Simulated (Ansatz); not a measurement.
## SnO2 — O-17 NMR of the central transition

Cell: a Materials Project structure (computed, not necessarily an observed phase), atoms as given.

```cif
data_SnO2
_symmetry_space_group_name_H-M 'Pbcn'
_symmetry_Int_Tables_number 60
_cell_length_a 4.7351
_cell_length_b 5.7509
_cell_length_c 5.2471
_cell_angle_alpha 90.000
_cell_angle_beta 90.000
_cell_angle_gamma 90.000
loop_
_atom_site_label
_atom_site_type_symbol
_atom_site_symmetry_multiplicity
_atom_site_Wyckoff_symbol
_atom_site_fract_x
_atom_site_fract_y
_atom_site_fract_z
Sn Sn 4 c 0.5000 0.6654 0.7500
O O 8 d 0.7303 0.6071 0.0786
```

One atom of each set is listed.

All values are calculated (Ansatz; DFT, PBE, plane waves and PAW, scalar-relativistic, 420 eV cutoff, Γ-centred 5×4×5 k-points, Fermi–Dirac smearing 0.02 eV), not measured.

O-17 has I = 5/2 and Q = -25.58 mb (Pyykkö 2018); at 7.05 T its Larmor frequency is ν₀ = 40.7 MHz. Only the quadrupole interaction is simulated: positions count from each site's isotropic chemical shift, and J coupling is left out, as are shift anisotropy and dipolar coupling, which fast spinning averages.

Simulated pattern of one O site (fast magic-angle spinning, Gaussian broadening 0.5 kHz):

```json
{"offset (kHz)": "-16.95", "height": "0"}
{"offset (kHz)": "-16.40", "height": "1"}
{"offset (kHz)": "-15.84", "height": "8"}
{"offset (kHz)": "-15.29", "height": "9"}
{"offset (kHz)": "-14.74", "height": "9"}
{"offset (kHz)": "-14.19", "height": "9"}
{"offset (kHz)": "-13.63", "height": "10"}
{"offset (kHz)": "-13.08", "height": "10"}
{"offset (kHz)": "-12.53", "height": "14"}
{"offset (kHz)": "-11.98", "height": "30"}
{"offset (kHz)": "-11.42", "height": "36"}
{"offset (kHz)": "-10.87", "height": "40"}
{"offset (kHz)": "-10.32", "height": "44"}
{"offset (kHz)": "-9.77", "height": "53"}
{"offset (kHz)": "-9.21", "height": "86"}
{"offset (kHz)": "-8.66", "height": "100"}
{"offset (kHz)": "-8.11", "height": "77"}
{"offset (kHz)": "-7.56", "height": "70"}
{"offset (kHz)": "-7.00", "height": "68"}
{"offset (kHz)": "-6.45", "height": "68"}
{"offset (kHz)": "-5.90", "height": "71"}
{"offset (kHz)": "-5.35", "height": "78"}
{"offset (kHz)": "-4.80", "height": "97"}
{"offset (kHz)": "-4.24", "height": "97"}
{"offset (kHz)": "-3.69", "height": "74"}
{"offset (kHz)": "-3.14", "height": "64"}
{"offset (kHz)": "-2.59", "height": "58"}
{"offset (kHz)": "-2.03", "height": "53"}
{"offset (kHz)": "-1.48", "height": "49"}
{"offset (kHz)": "-0.93", "height": "34"}
{"offset (kHz)": "-0.38", "height": "3"}
{"offset (kHz)": "0.18", "height": "0"}
```

(1) Which |C_Q| and η does the pattern imply?

## Answers

(1) The pattern spans 15.4 kHz before broadening and its centre of gravity is at -6.65 kHz, which fixes P_Q; the places of the horns and steps fix η. That gives P_Q = 6.71 MHz, |C_Q| = 6.53 MHz and η = 0.42. The sign of C_Q can't be read from the pattern.

At O V_zz stands upright on the plane through its three neighbours (within 2°).

At this cell the PBE pressure is 7 GPa, so with PBE the cell would grow if it were relaxed. The entry's cell may itself be off. Without spin–orbit coupling (the program notes it for Sn) the gradients are little affected as a rule: paired runs on crystals with a gap mostly move them by under 2 % at such atoms.
